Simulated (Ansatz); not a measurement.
# SiC (F-43m): zero-pressure volume and bulk modulus with PBEsol

An exercise on one series of results from a longer session: the logs are not shown, and one member is left open.

The COD entry's cell or inner coordinates are ideal or old and differ from later refinements, so a difference from it is no clean test against experiment.

Method: DFT PBEsol, scalar-relativistic, plane waves, PAW, in Ansatz 0.2.0.

1 further run of the same task is left out (set aside as unsound or not needed). Runs told in other sessions of the task aren't counted.

### Starting point

Symmetry: F-43m, No. 216, cubic system. Conventional cell: a = 4.348 Å, b = 4.348 Å, c = 4.348 Å, α = 90.00°, β = 90.00°, γ = 90.00°. Si (site symmetry -43m) is surrounded by 4 C at 1.88 Å. Around C (site symmetry -43m) lie 4 Si at 1.88 Å.

Structure file:

```xyz
2
Lattice="0.0000 2.1740 2.1740 2.1740 0.0000 2.1740 2.1740 2.1740 0.0000" Properties=species:S:1:pos:R:3 pbc="T T T"
Si    0.0000    0.0000    0.0000
C     3.2610    3.2610    3.2610
```

An earlier run on this cell at PBE gave 4.84 GPa at 10.275 Å³/atom (10×10×10 mesh), gap on the mesh 1.35 eV. The cell is compressed at this level.

The first run:

The input, input.yaml:

```yaml
crystal:
  lattice:
    - [0.0, 2.1739983056, 2.1739983056]
    - [2.1739983056, 0.0, 2.1739983056]
    - [2.1739983056, 2.1739983056, 0.0]
  atoms:
    - { symbol: Si, position: [0.0, 0.0, 0.0] }
    - { symbol: C, position: [0.75, 0.75, 0.75] }
basis:
  ecutwfc: 420
  ecutrho_ratio: 4
kpoints:
  mp_grid: { grid: [10, 10, 10] }
hamiltonian:
  xc: pbesol
scf:
  occupations: { method: gaussian, width: 0.05 }
output:
  forces: true
  stress: true
  eigenvalues: true
```

The run is started by

```
$ ansatz run input.yaml --threads 4 --pin off --max-ram 8192MiB --backend cpu --events-out ev --progress --plain --runs-dir out
```

Steps of the session up to this table: At the given cell; Stepping to 10.368 Å³/atom; Stepping to 10.338 Å³/atom; Volume × 0.98 of the new zero; Volume × 1.02 of the new zero; Volume × 0.96 of the new zero; Volume × 1.04 of the new zero.

One of the session's tables, all rows but one given; the rest of the session is left out.

It belongs to the step «Energy and pressure against volume». 

```
volume (Å³/atom)  energy (meV/atom)  pressure (GPa)
           9.924              12.24            9.79
          10.131               2.97            4.66
          10.338               0.00            0.00
          10.544                  ?               ?
          10.751              10.77           -8.05
```

**Question.** Estimate the row for volume (Å³/atom) = 10.544.

Worked estimate for «energy (meV/atom)». A straight line through the neighbours (10.338, 0.00) and (10.751, 10.77) gives 0.00 + (10.77 − 0.00) × (10.544 − 10.338) / (10.751 − 10.338) = 5.37; a parabola fitted to 3 rows on both sides gives 2.59.

The run gave: energy (meV/atom): 2.79; pressure (GPa): -4.22. In «energy (meV/atom)» the line misses by +2.58 and the parabola by -0.20.
